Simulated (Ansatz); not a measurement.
# Indium, fcc under BLYP: from relaxation to bulk modulus, part 2 of 2

Aim: take indium in the fcc structure, relax it, solve it on a dense k-mesh, then scale the cell to 7 volumes from 88 to 112 % of the relaxed one and try a fit of the equation of state. Spin polarisation is left out. The k-meshes are 12×12×12 for the relaxation; 18×18×18 for the dense run; 12×12×12 for the volumes.

Ansatz 0.2.0; DFT, BLYP, plane waves (420 eV) with PAW, scalar-relativistic.

### 5 The cell scaled to 92 % of its volume

This is In in the fcc structure; at room conditions it is tetragonal.

Input file input.yaml:

```yaml
crystal:
  lattice:
    - [0.0, 2.4270567246, 2.4270567246]
    - [2.4270567246, 0.0, 2.4270567246]
    - [2.4270567246, 2.4270567246, 0.0]
  atoms:
    - { symbol: In, position: [0.0, 0.0, 0.0] }
hamiltonian:
  xc: blyp
  pseudopotentials:
    kind: paw
    azcp:
      In: "pseudopotentials/In.paw.azcp"
basis:
  ecutwfc: 420
  fft_grid_basis: typed
kpoints:
  mp_grid: { grid: [12, 12, 12], shift: [0, 0, 0] }
magnetization:
  spin_polarized: false
scf:
  occupations: { method: fermi_dirac, width: 0.1 }
  lower_state_search: "off"
output:
  stress: true
```

Command:

```
ansatz run input.yaml --threads 2 --pin off --max-ram 5120MiB --backend cpu --events-out ev --progress --plain --runs-dir out
```

What it wrote (excerpt; [...] marks lines left out):

```text
Warning: RAYON_NUM_THREADS=2 ignored (pool sized by the plan → 2); use --threads N
[...]
Pseudopotentials: kind: paw
Pseudopotential: In, paw, valence charge 13, recommended cutoff 420 eV (normal), <dir>
Functional definition: BLYP
[...]
Crystal: 1 atoms, lattice volume = 28.594 Å³
Basis set: ecut = 420 eV, 537 PW (Γ), exchange–correlation on 48×48×48 points (8 copies of the dense FFT grid, shifted against one another)
Bands: 11, of which v1, the nominal top of the filled ones, is band 7 counted from 1 (6 counted from 0)
Symmetry: 48 space group operations
Space group: Fm-3m (ITA 225), of the structure as read, at distance tolerance 3.1e-5 Å
k-points: 72 of 1728
[...]
SCF iter   1: F=—  HF=-5613.797902 eV  |F-HF|=—  |Δ(HF+E_count)|=         —  Δρ=5.49e-3  dr2=5.46e-3  ethr=1.77e-3  ⟨swp⟩=5.0  Hψ=4654  notcnv=0
[...]
SCF iter   6: F=-5613.798248 eV  HF=-5613.798248 eV  |F-HF|=3.31e-8  |Δ(HF+E_count)|=   5.47e-7  Δρ=1.24e-5  dr2=2.97e-8  ethr=7.69e-10  ⟨swp⟩=3.0  Hψ=2910  notcnv=0
[...]
SCF converged after 6 iterations
Free energy (F): -5613.798248 eV
[...]
E sigma→0 (E₀):  -5613.789180 eV
Entropy (-TS):   -0.018135 eV (-18.135 meV/atom)
Fermi energy:    9.503337 eV
[...]
--- Stress (GPa, compression-positive) ---
        2.321845      -0.000000       0.000000
        0.000000       2.321845       0.000000
        0.000000       0.000000       2.321845
  P = ⅓ Tr σ = 2.3218 GPa (23.218 kbar)
```

It took 0.45 s on 2 threads of Intel Xeon 6975P-C (Granite Rapids), shared host; peak memory 0.35 GiB.

### 6 The cell scaled to 96 % of its volume

input.yaml, as its differences from that of step 5:

```diff
@@ -2,5 +2,5 @@
   lattice:
-    - [0.0, 2.4270567246, 2.4270567246]
-    - [2.4270567246, 0.0, 2.4270567246]
-    - [2.4270567246, 2.4270567246, 0.0]
+    - [0.0, 2.4617336486, 2.4617336486]
+    - [2.4617336486, 0.0, 2.4617336486]
+    - [2.4617336486, 2.4617336486, 0.0]
   atoms:
@@ -25 +25,5 @@
   stress: true
+  write_density: true
+  write_potential: true
+  elf: true
+  volumetric_format: npy
```

Command:

```
ansatz run input.yaml --threads 2 --pin off --max-ram 5120MiB --backend cpu --events-out ev --progress --plain --runs-dir out
```

What it wrote (excerpt; [...] marks lines left out):

```text
Warning: RAYON_NUM_THREADS=2 ignored (pool sized by the plan → 2); use --threads N
[...]
Pseudopotentials: kind: paw
Pseudopotential: In, paw, valence charge 13, recommended cutoff 420 eV (normal), <dir>
Functional definition: BLYP
[...]
Crystal: 1 atoms, lattice volume = 29.837 Å³
Basis set: ecut = 420 eV, 561 PW (Γ), exchange–correlation on 48×48×48 points (8 copies of the dense FFT grid, shifted against one another)
Bands: 11, of which v1, the nominal top of the filled ones, is band 7 counted from 1 (6 counted from 0)
Symmetry: 48 space group operations
Space group: Fm-3m (ITA 225), of the structure as read, at distance tolerance 3.1e-5 Å
k-points: 72 of 1728
[...]
SCF iter   1: F=—  HF=-5613.810607 eV  |F-HF|=—  |Δ(HF+E_count)|=         —  Δρ=5.48e-3  dr2=5.96e-3  ethr=1.77e-3  ⟨swp⟩=4.9  Hψ=4662  notcnv=0
[...]
SCF iter   6: F=-5613.811018 eV  HF=-5613.811018 eV  |F-HF|=4.12e-8  |Δ(HF+E_count)|=   4.95e-7  Δρ=1.34e-5  dr2=3.63e-8  ethr=7.69e-10  ⟨swp⟩=7.8  Hψ=5681  notcnv=0
[...]
SCF converged after 6 iterations
Free energy (F): -5613.811018 eV
[...]
E sigma→0 (E₀):  -5613.801385 eV
Entropy (-TS):   -0.019265 eV (-19.265 meV/atom)
Fermi energy:    8.960412 eV
[...]
--- Stress (GPa, compression-positive) ---
        1.022482       0.000000       0.000000
        0.000000       1.022482       0.000000
        0.000000      -0.000000       1.022482
  P = ⅓ Tr σ = 1.0225 GPa (10.225 kbar)
--- Band table (eV; the first three rows and the last of 72) ---
  k-point 0: bands = ["-5.6177", "-5.6177", "-5.6177", "-5.4988", "-5.4988", "0.2589", "18.1398", "18.1398", "18.1398", "20.5283", "22.0305"]
[...]
```

Run time: 0.64 s. Hardware: 2 threads of Intel Xeon 6975P-C (Granite Rapids), shared host; peak memory 0.35 GiB.

### 7 The cell scaled to 100 % of its volume

input.yaml, as its differences from that of step 6:

```diff
@@ -2,5 +2,5 @@
   lattice:
-    - [0.0, 2.4617336486, 2.4617336486]
-    - [2.4617336486, 0.0, 2.4617336486]
-    - [2.4617336486, 2.4617336486, 0.0]
+    - [0.0, 2.4954602183, 2.4954602183]
+    - [2.4954602183, 0.0, 2.4954602183]
+    - [2.4954602183, 2.4954602183, 0.0]
   atoms:
@@ -25,5 +25 @@
   stress: true
-  write_density: true
-  write_potential: true
-  elf: true
-  volumetric_format: npy
```

Command:

```
ansatz run input.yaml --threads 2 --pin off --max-ram 5120MiB --backend cpu --events-out ev --progress --plain --runs-dir out
```

What it wrote (excerpt; [...] marks lines left out):

```text
Warning: RAYON_NUM_THREADS=2 ignored (pool sized by the plan → 2); use --threads N
[...]
Pseudopotentials: kind: paw
Pseudopotential: In, paw, valence charge 13, recommended cutoff 420 eV (normal), <dir>
Functional definition: BLYP
[...]
Crystal: 1 atoms, lattice volume = 31.080 Å³
Basis set: ecut = 420 eV, 609 PW (Γ), exchange–correlation on 48×48×48 points (8 copies of the dense FFT grid, shifted against one another)
Bands: 11, of which v1, the nominal top of the filled ones, is band 7 counted from 1 (6 counted from 0)
Symmetry: 48 space group operations
Space group: Fm-3m (ITA 225), of the structure as read, at distance tolerance 3.1e-5 Å
k-points: 72 of 1728
[...]
SCF iter   1: F=—  HF=-5613.814441 eV  |F-HF|=—  |Δ(HF+E_count)|=         —  Δρ=5.49e-3  dr2=6.57e-3  ethr=1.77e-3  ⟨swp⟩=5.0  Hψ=4667  notcnv=0
[...]
SCF iter   6: F=-5613.814869 eV  HF=-5613.814869 eV  |F-HF|=4.30e-8  |Δ(HF+E_count)|=   1.21e-7  Δρ=1.33e-5  dr2=3.68e-8  ethr=7.69e-10  ⟨swp⟩=4.9  Hψ=2570  notcnv=0
[...]
SCF converged after 6 iterations
Free energy (F): -5613.814869 eV
[...]
E sigma→0 (E₀):  -5613.804672 eV
Entropy (-TS):   -0.020394 eV (-20.394 meV/atom)
Fermi energy:    8.461659 eV
[...]
--- Stress (GPa, compression-positive) ---
        0.012266      -0.000000       0.000000
        0.000000       0.012266      -0.000000
        0.000000       0.000000       0.012266
  P = ⅓ Tr σ = 0.0123 GPa (0.123 kbar)
```

It took 0.46 s on 2 threads of Intel Xeon 6975P-C (Granite Rapids), shared host; peak memory 0.34 GiB.

### 8 The cell scaled to 104 % of its volume

input.yaml, as its differences from that of step 7:

```diff
@@ -2,5 +2,5 @@
   lattice:
-    - [0.0, 2.4954602183, 2.4954602183]
-    - [2.4954602183, 0.0, 2.4954602183]
-    - [2.4954602183, 2.4954602183, 0.0]
+    - [0.0, 2.5282989871, 2.5282989871]
+    - [2.5282989871, 0.0, 2.5282989871]
+    - [2.5282989871, 2.5282989871, 0.0]
   atoms:
```

Command:

```
ansatz run input.yaml --threads 2 --pin off --max-ram 5120MiB --backend cpu --events-out ev --progress --plain --runs-dir out
```

What it wrote (excerpt; [...] marks lines left out):

```text
Warning: RAYON_NUM_THREADS=2 ignored (pool sized by the plan → 2); use --threads N
[...]
Pseudopotentials: kind: paw
Pseudopotential: In, paw, valence charge 13, recommended cutoff 420 eV (normal), <dir>
Functional definition: BLYP
[...]
Crystal: 1 atoms, lattice volume = 32.323 Å³
Basis set: ecut = 420 eV, 609 PW (Γ), exchange–correlation on 48×48×48 points (8 copies of the dense FFT grid, shifted against one another)
Bands: 11, of which v1, the nominal top of the filled ones, is band 7 counted from 1 (6 counted from 0)
Symmetry: 48 space group operations
Space group: Fm-3m (ITA 225), of the structure as read, at distance tolerance 3.2e-5 Å
k-points: 72 of 1728
[...]
SCF iter   1: F=—  HF=-5613.811396 eV  |F-HF|=—  |Δ(HF+E_count)|=         —  Δρ=5.49e-3  dr2=7.26e-3  ethr=1.77e-3  ⟨swp⟩=5.0  Hψ=4671  notcnv=0
[...]
SCF iter   7: F=-5613.811790 eV  HF=-5613.811790 eV  |F-HF|=5.03e-10  |Δ(HF+E_count)|=   2.58e-8  Δρ=1.19e-6  dr2=4.64e-10  ethr=3.56e-10  ⟨swp⟩=2.6  Hψ=2839  notcnv=0
[...]
SCF converged after 7 iterations
Free energy (F): -5613.811790 eV
[...]
E sigma→0 (E₀):  -5613.801053 eV
Entropy (-TS):   -0.021475 eV (-21.475 meV/atom)
Fermi energy:    8.002684 eV
[...]
--- Stress (GPa, compression-positive) ---
       -0.774162      -0.000000       0.000000
        0.000000      -0.774162      -0.000000
       -0.000000      -0.000000      -0.774162
  P = ⅓ Tr σ = -0.7742 GPa (-7.742 kbar)
```

Run time: 0.52 s. Hardware: 2 threads of Intel Xeon 6975P-C (Granite Rapids), shared host; peak memory 0.35 GiB.

### 9 The cell scaled to 108 % of its volume

input.yaml, as its differences from that of step 8:

```diff
@@ -2,5 +2,5 @@
   lattice:
-    - [0.0, 2.5282989871, 2.5282989871]
-    - [2.5282989871, 0.0, 2.5282989871]
-    - [2.5282989871, 2.5282989871, 0.0]
+    - [0.0, 2.5603061696, 2.5603061696]
+    - [2.5603061696, 0.0, 2.5603061696]
+    - [2.5603061696, 2.5603061696, 0.0]
   atoms:
```

Command:

```
ansatz run input.yaml --threads 2 --pin off --max-ram 5120MiB --backend cpu --events-out ev --progress --plain --runs-dir out
```

What it wrote (excerpt; [...] marks lines left out):

```text
Warning: RAYON_NUM_THREADS=2 ignored (pool sized by the plan → 2); use --threads N
[...]
Pseudopotentials: kind: paw
Pseudopotential: In, paw, valence charge 13, recommended cutoff 420 eV (normal), <dir>
Functional definition: BLYP
[...]
Crystal: 1 atoms, lattice volume = 33.566 Å³
Basis set: ecut = 420 eV, 645 PW (Γ), exchange–correlation on 50×50×50 points (8 copies of the dense FFT grid, shifted against one another)
Bands: 11, of which v1, the nominal top of the filled ones, is band 7 counted from 1 (6 counted from 0)
Symmetry: 48 space group operations
Space group: Fm-3m (ITA 225), of the structure as read, at distance tolerance 3.2e-5 Å
k-points: 72 of 1728
[...]
SCF iter   1: F=—  HF=-5613.802982 eV  |F-HF|=—  |Δ(HF+E_count)|=         —  Δρ=5.55e-3  dr2=8.09e-3  ethr=1.77e-3  ⟨swp⟩=5.0  Hψ=4706  notcnv=0
[...]
SCF iter   7: F=-5613.803309 eV  HF=-5613.803309 eV  |F-HF|=3.99e-9  |Δ(HF+E_count)|=   8.79e-8  Δρ=3.48e-6  dr2=3.34e-9  ethr=7.69e-10  ⟨swp⟩=4.0  Hψ=2349  notcnv=0
[...]
SCF converged after 7 iterations
Free energy (F): -5613.803309 eV
[...]
E sigma→0 (E₀):  -5613.792056 eV
Entropy (-TS):   -0.022506 eV (-22.506 meV/atom)
Fermi energy:    7.579704 eV
[...]
--- Stress (GPa, compression-positive) ---
       -1.386814       0.000000      -0.000000
       -0.000000      -1.386814       0.000000
       -0.000000      -0.000000      -1.386814
  P = ⅓ Tr σ = -1.3868 GPa (-13.868 kbar)
```

Wall time 0.56 s (2 threads of Intel Xeon 6975P-C (Granite Rapids), shared host); peak memory 0.35 GiB.

### 10 The cell scaled to 112 % of its volume

input.yaml, as its differences from that of step 9:

```diff
@@ -2,5 +2,5 @@
   lattice:
-    - [0.0, 2.5603061696, 2.5603061696]
-    - [2.5603061696, 0.0, 2.5603061696]
-    - [2.5603061696, 2.5603061696, 0.0]
+    - [0.0, 2.591532493, 2.591532493]
+    - [2.591532493, 0.0, 2.591532493]
+    - [2.591532493, 2.591532493, 0.0]
   atoms:
```

Command:

```
ansatz run input.yaml --threads 2 --pin off --max-ram 5120MiB --backend cpu --events-out ev --progress --plain --runs-dir out
```

What it wrote (excerpt; [...] marks lines left out):

```text
Warning: RAYON_NUM_THREADS=2 ignored (pool sized by the plan → 2); use --threads N
[...]
Pseudopotentials: kind: paw
Pseudopotential: In, paw, valence charge 13, recommended cutoff 420 eV (normal), <dir>
Functional definition: BLYP
[...]
Crystal: 1 atoms, lattice volume = 34.810 Å³
Basis set: ecut = 420 eV, 701 PW (Γ), exchange–correlation on 50×50×50 points (8 copies of the dense FFT grid, shifted against one another)
Bands: 11, of which v1, the nominal top of the filled ones, is band 7 counted from 1 (6 counted from 0)
Symmetry: 48 space group operations
Space group: Fm-3m (ITA 225), of the structure as read, at distance tolerance 3.3e-5 Å
k-points: 72 of 1728
[...]
SCF iter   1: F=—  HF=-5613.790467 eV  |F-HF|=—  |Δ(HF+E_count)|=         —  Δρ=5.64e-3  dr2=8.98e-3  ethr=1.77e-3  ⟨swp⟩=5.0  Hψ=4728  notcnv=0
[...]
SCF iter   7: F=-5613.790623 eV  HF=-5613.790623 eV  |F-HF|=3.73e-11  |Δ(HF+E_count)|=   4.26e-9  Δρ=4.13e-7  dr2=8.04e-11  ethr=1.63e-11  ⟨swp⟩=1.4  Hψ=2370  notcnv=0
[...]
SCF converged after 7 iterations
Free energy (F): -5613.790623 eV
[...]
E sigma→0 (E₀):  -5613.778868 eV
Entropy (-TS):   -0.023511 eV (-23.511 meV/atom)
Fermi energy:    7.189265 eV
[...]
--- Stress (GPa, compression-positive) ---
       -1.863321       0.000000      -0.000000
        0.000000      -1.863321      -0.000000
       -0.000000       0.000000      -1.863321
  P = ⅓ Tr σ = -1.8633 GPa (-18.633 kbar)
```

Wall time 0.57 s (2 threads of Intel Xeon 6975P-C (Granite Rapids), shared host); peak memory 0.36 GiB.

### 11 Fitting the volumes

The cell was scaled evenly, with its shape and the fractional positions fixed.

```tsv
V (Å³/atom)	E − E₀ (meV/atom)	P from the stress (GPa)	P from the fit (GPa)
27.350	39.2	4.00	3.93
28.594	15.5	2.32	2.25
29.837	3.3	1.02	0.95
31.080	0.0	0.01	-0.06
32.323	3.6	-0.77	-0.84
33.566	12.6	-1.39	-1.45
34.810	25.8	-1.86	-1.92
```

A third-order Birch-Murnaghan fit gives V₀ = 30.998 Å³/atom, B₀ = 23 GPa and B₀′ = 5.3; it misses no point by more than 0.01 meV/atom.

The fit is made to E(σ → 0), while the stress belongs to the free energy F; that is one source of the offset between the two pressures.

### 12 Outcome

The summary covers parts 1 to 2.

```
                      quantity                         value
space group (spins left aside)               Fm-3m (No. 225)
             conventional cell                   a = 4.991 Å
                        volume                31.080 Å³/atom
             shortest distance                       3.529 Å
               gap on the mesh  none (levels filled in part)
                   V₀, B₀, B₀′   30.998 Å³/atom, 23 GPa, 5.3
```

**Reading.** From the guessed start the volume grew by 18.9 % in 5 steps. No gap shows: it is a metal or semimetal at this level. B₀ comes out at 23 GPa. The symmetry was held, so the structure may be unstable against distortions that break it.
